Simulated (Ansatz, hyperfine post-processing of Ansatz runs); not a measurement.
# NaCa3MgFeSi4O14: isotropic lines and sites in a paramagnetic 29Si spectrum

Calculated values: DFT, PBEsol+U, plane-wave PAW, default files (PAW set soft_2), collinear spin, scalar-relativistic (Ansatz), contact and point-dipole shifts scaled to 340 K with Θ = 0 K (a pure Curie law); spin-only moments, above the ordering temperature.

```
Fe Ca Si Mg Na O
1.0
     5.08440    0.00000    0.00000
     0.09702    7.88790    0.00000
     0.10658    0.05958    7.93343
Fe Ca Si Mg Na O
1 3 4 1 1 14
Direct
  0.00748 0.00850 0.00021
  0.47893 0.65081 0.82358
  0.50366 0.16424 0.65400
  0.50980 0.34988 0.19164
  0.05140 0.86272 0.64307
  0.92527 0.36106 0.85224
  0.06600 0.14611 0.36475
  0.95468 0.63211 0.13434
  0.99782 0.49368 0.50526
  0.51271 0.81172 0.33749
  0.81395 0.50606 0.99032
  0.17143 0.98904 0.49008
  0.83102 0.82060 0.08792
  0.23187 0.30926 0.43082
  0.78304 0.18504 0.92187
  0.18671 0.67905 0.60589
  0.20958 0.93243 0.81240
  0.76066 0.41448 0.68417
  0.19683 0.10841 0.17646
  0.80900 0.56783 0.30643
  0.73683 0.87035 0.66262
  0.23888 0.35278 0.83344
  0.75227 0.16887 0.37169
  0.27016 0.61498 0.11928
```

29Si MAS at 9.4 T (79.6 MHz), 62.5 kHz, 340 K; contact and dipolar shift alone, no orbital or quadrupolar part; lines under 1.5 % of the strongest are left out. NMR lines, with heights relative to the strongest:

| position (ppm) | intensity |
| --- | --- |
| 1738.8 | 3.3 |
| 1814.2 | 3.2 |
| 2015.7 | 3.0 |
| 2524.2 | 39 |
| 2599.6 | 38 |
| 2801.1 | 36 |
| 2983.4 | 2.8 |
| 3309.6 | 93 |
| 3385.0 | 95 |
| 3586.5 | 98 |
| 3768.8 | 35 |
| 4095.1 | 21 |
| 4170.4 | 21 |
| 4371.9 | 21 |
| 4554.2 | 100 |
| 4880.5 | 11 |
| 4955.9 | 10 |
| 5157.3 | 10 |
| 5339.6 | 20 |
| 6125.1 | 9.3 |

**Question.** Which lines are isotropic ones rather than spinning sidebands, and which Si atoms give them?

Sidebands are spaced by 785 ppm (the spinning rate over the resonance of 79.6 MHz). An isotropic line need not be the tallest: it is the area-weighted centre of its own family of sidebands, and the one that stays put when the rate is changed. Isotropic shifts: 3385 ppm for atom 5 (1 Fe through links of 118° (1)), reduced anisotropy 1545 ppm; 3310 ppm for atom 6 (1 Fe through links of 117° (1)), reduced anisotropy 1570 ppm; 3586 ppm for atom 7 (1 Fe through links of 123° (1)), reduced anisotropy 1502 ppm; 4554 ppm for atom 8 (1 Fe through links of 128° (1)), reduced anisotropy 1474 ppm. The families' total areas stand as 1:1:1:1; where areas are equal the match rests on the calculation.

[Logs are printed without paths, hosts, clocks, repeated set-up lines and the standing remarks that a program may print on its own settings, such as how far it seeks lower states.]

[Hosts, paths, dates, database ids (printed as entryN), source tags and the programs' standing remarks are cut or masked in the printed files.]
